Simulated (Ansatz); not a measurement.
# Property card for SrO

Method: DFT PBE, scalar-relativistic, plane waves, PAW (Ansatz 0.2.0).

Plane waves to 420 eV, a k mesh through Γ of 8×8×8 on the computed 2-atom cell and Gaussian smearing (0.02 eV); no spin polarisation.

The structure is relaxed at this level of theory with its symmetry kept.

```cif
data_structure
_symmetry_space_group_name_H-M 'Fm-3m'
_symmetry_Int_Tables_number 225
_cell_length_a 5.1947
_cell_length_b 5.1947
_cell_length_c 5.1947
_cell_angle_alpha 90.000
_cell_angle_beta 90.000
_cell_angle_gamma 90.000
_cell_volume 140.18
loop_
_atom_site_label
_atom_site_type_symbol
_atom_site_symmetry_multiplicity
_atom_site_Wyckoff_symbol
_atom_site_fract_x
_atom_site_fract_y
_atom_site_fract_z
_atom_site_occupancy
Sr1 Sr 4 b 0.50000 0.00000 0.00000 1
O1 O 4 a 0.00000 0.00000 0.00000 1
```

- Space group: Fm-3m (No. 225)
- Volume per atom: 17.52 Å³
- Formation energy from the elements' standard states (uncorrected): -2.719 eV/atom
- Kohn–Sham band gap: 3.33 eV, indirect from Γ to X
- Löwdin character of the top 1 eV of the valence band: O 2p 92 %, unprojected 5 %
- Electron masses at the edge by Cartesian direction of the standard setting (m_e; degenerate bands sorted by energy; no spin-orbit coupling): x: 1.2; y: 0.41; z: 0.41
- Hole masses at the edge by Cartesian direction of the standard setting (m_e; degenerate bands sorted by energy; no spin-orbit coupling): x: 4.2, 4.2, 0.33; y: 4.2, 4.2, 0.33; z: 4.2, 4.2, 0.33
- Bulk modulus: 85 GPa
- Its pressure derivative: 4.5
- Electronic dielectric constant xx, yy, zz of the standard setting (independent particles): 3.9, 3.9, 3.9
- Bader charges (e): Sr (1 in the cell) 1.49, O (1 in the cell) -1.49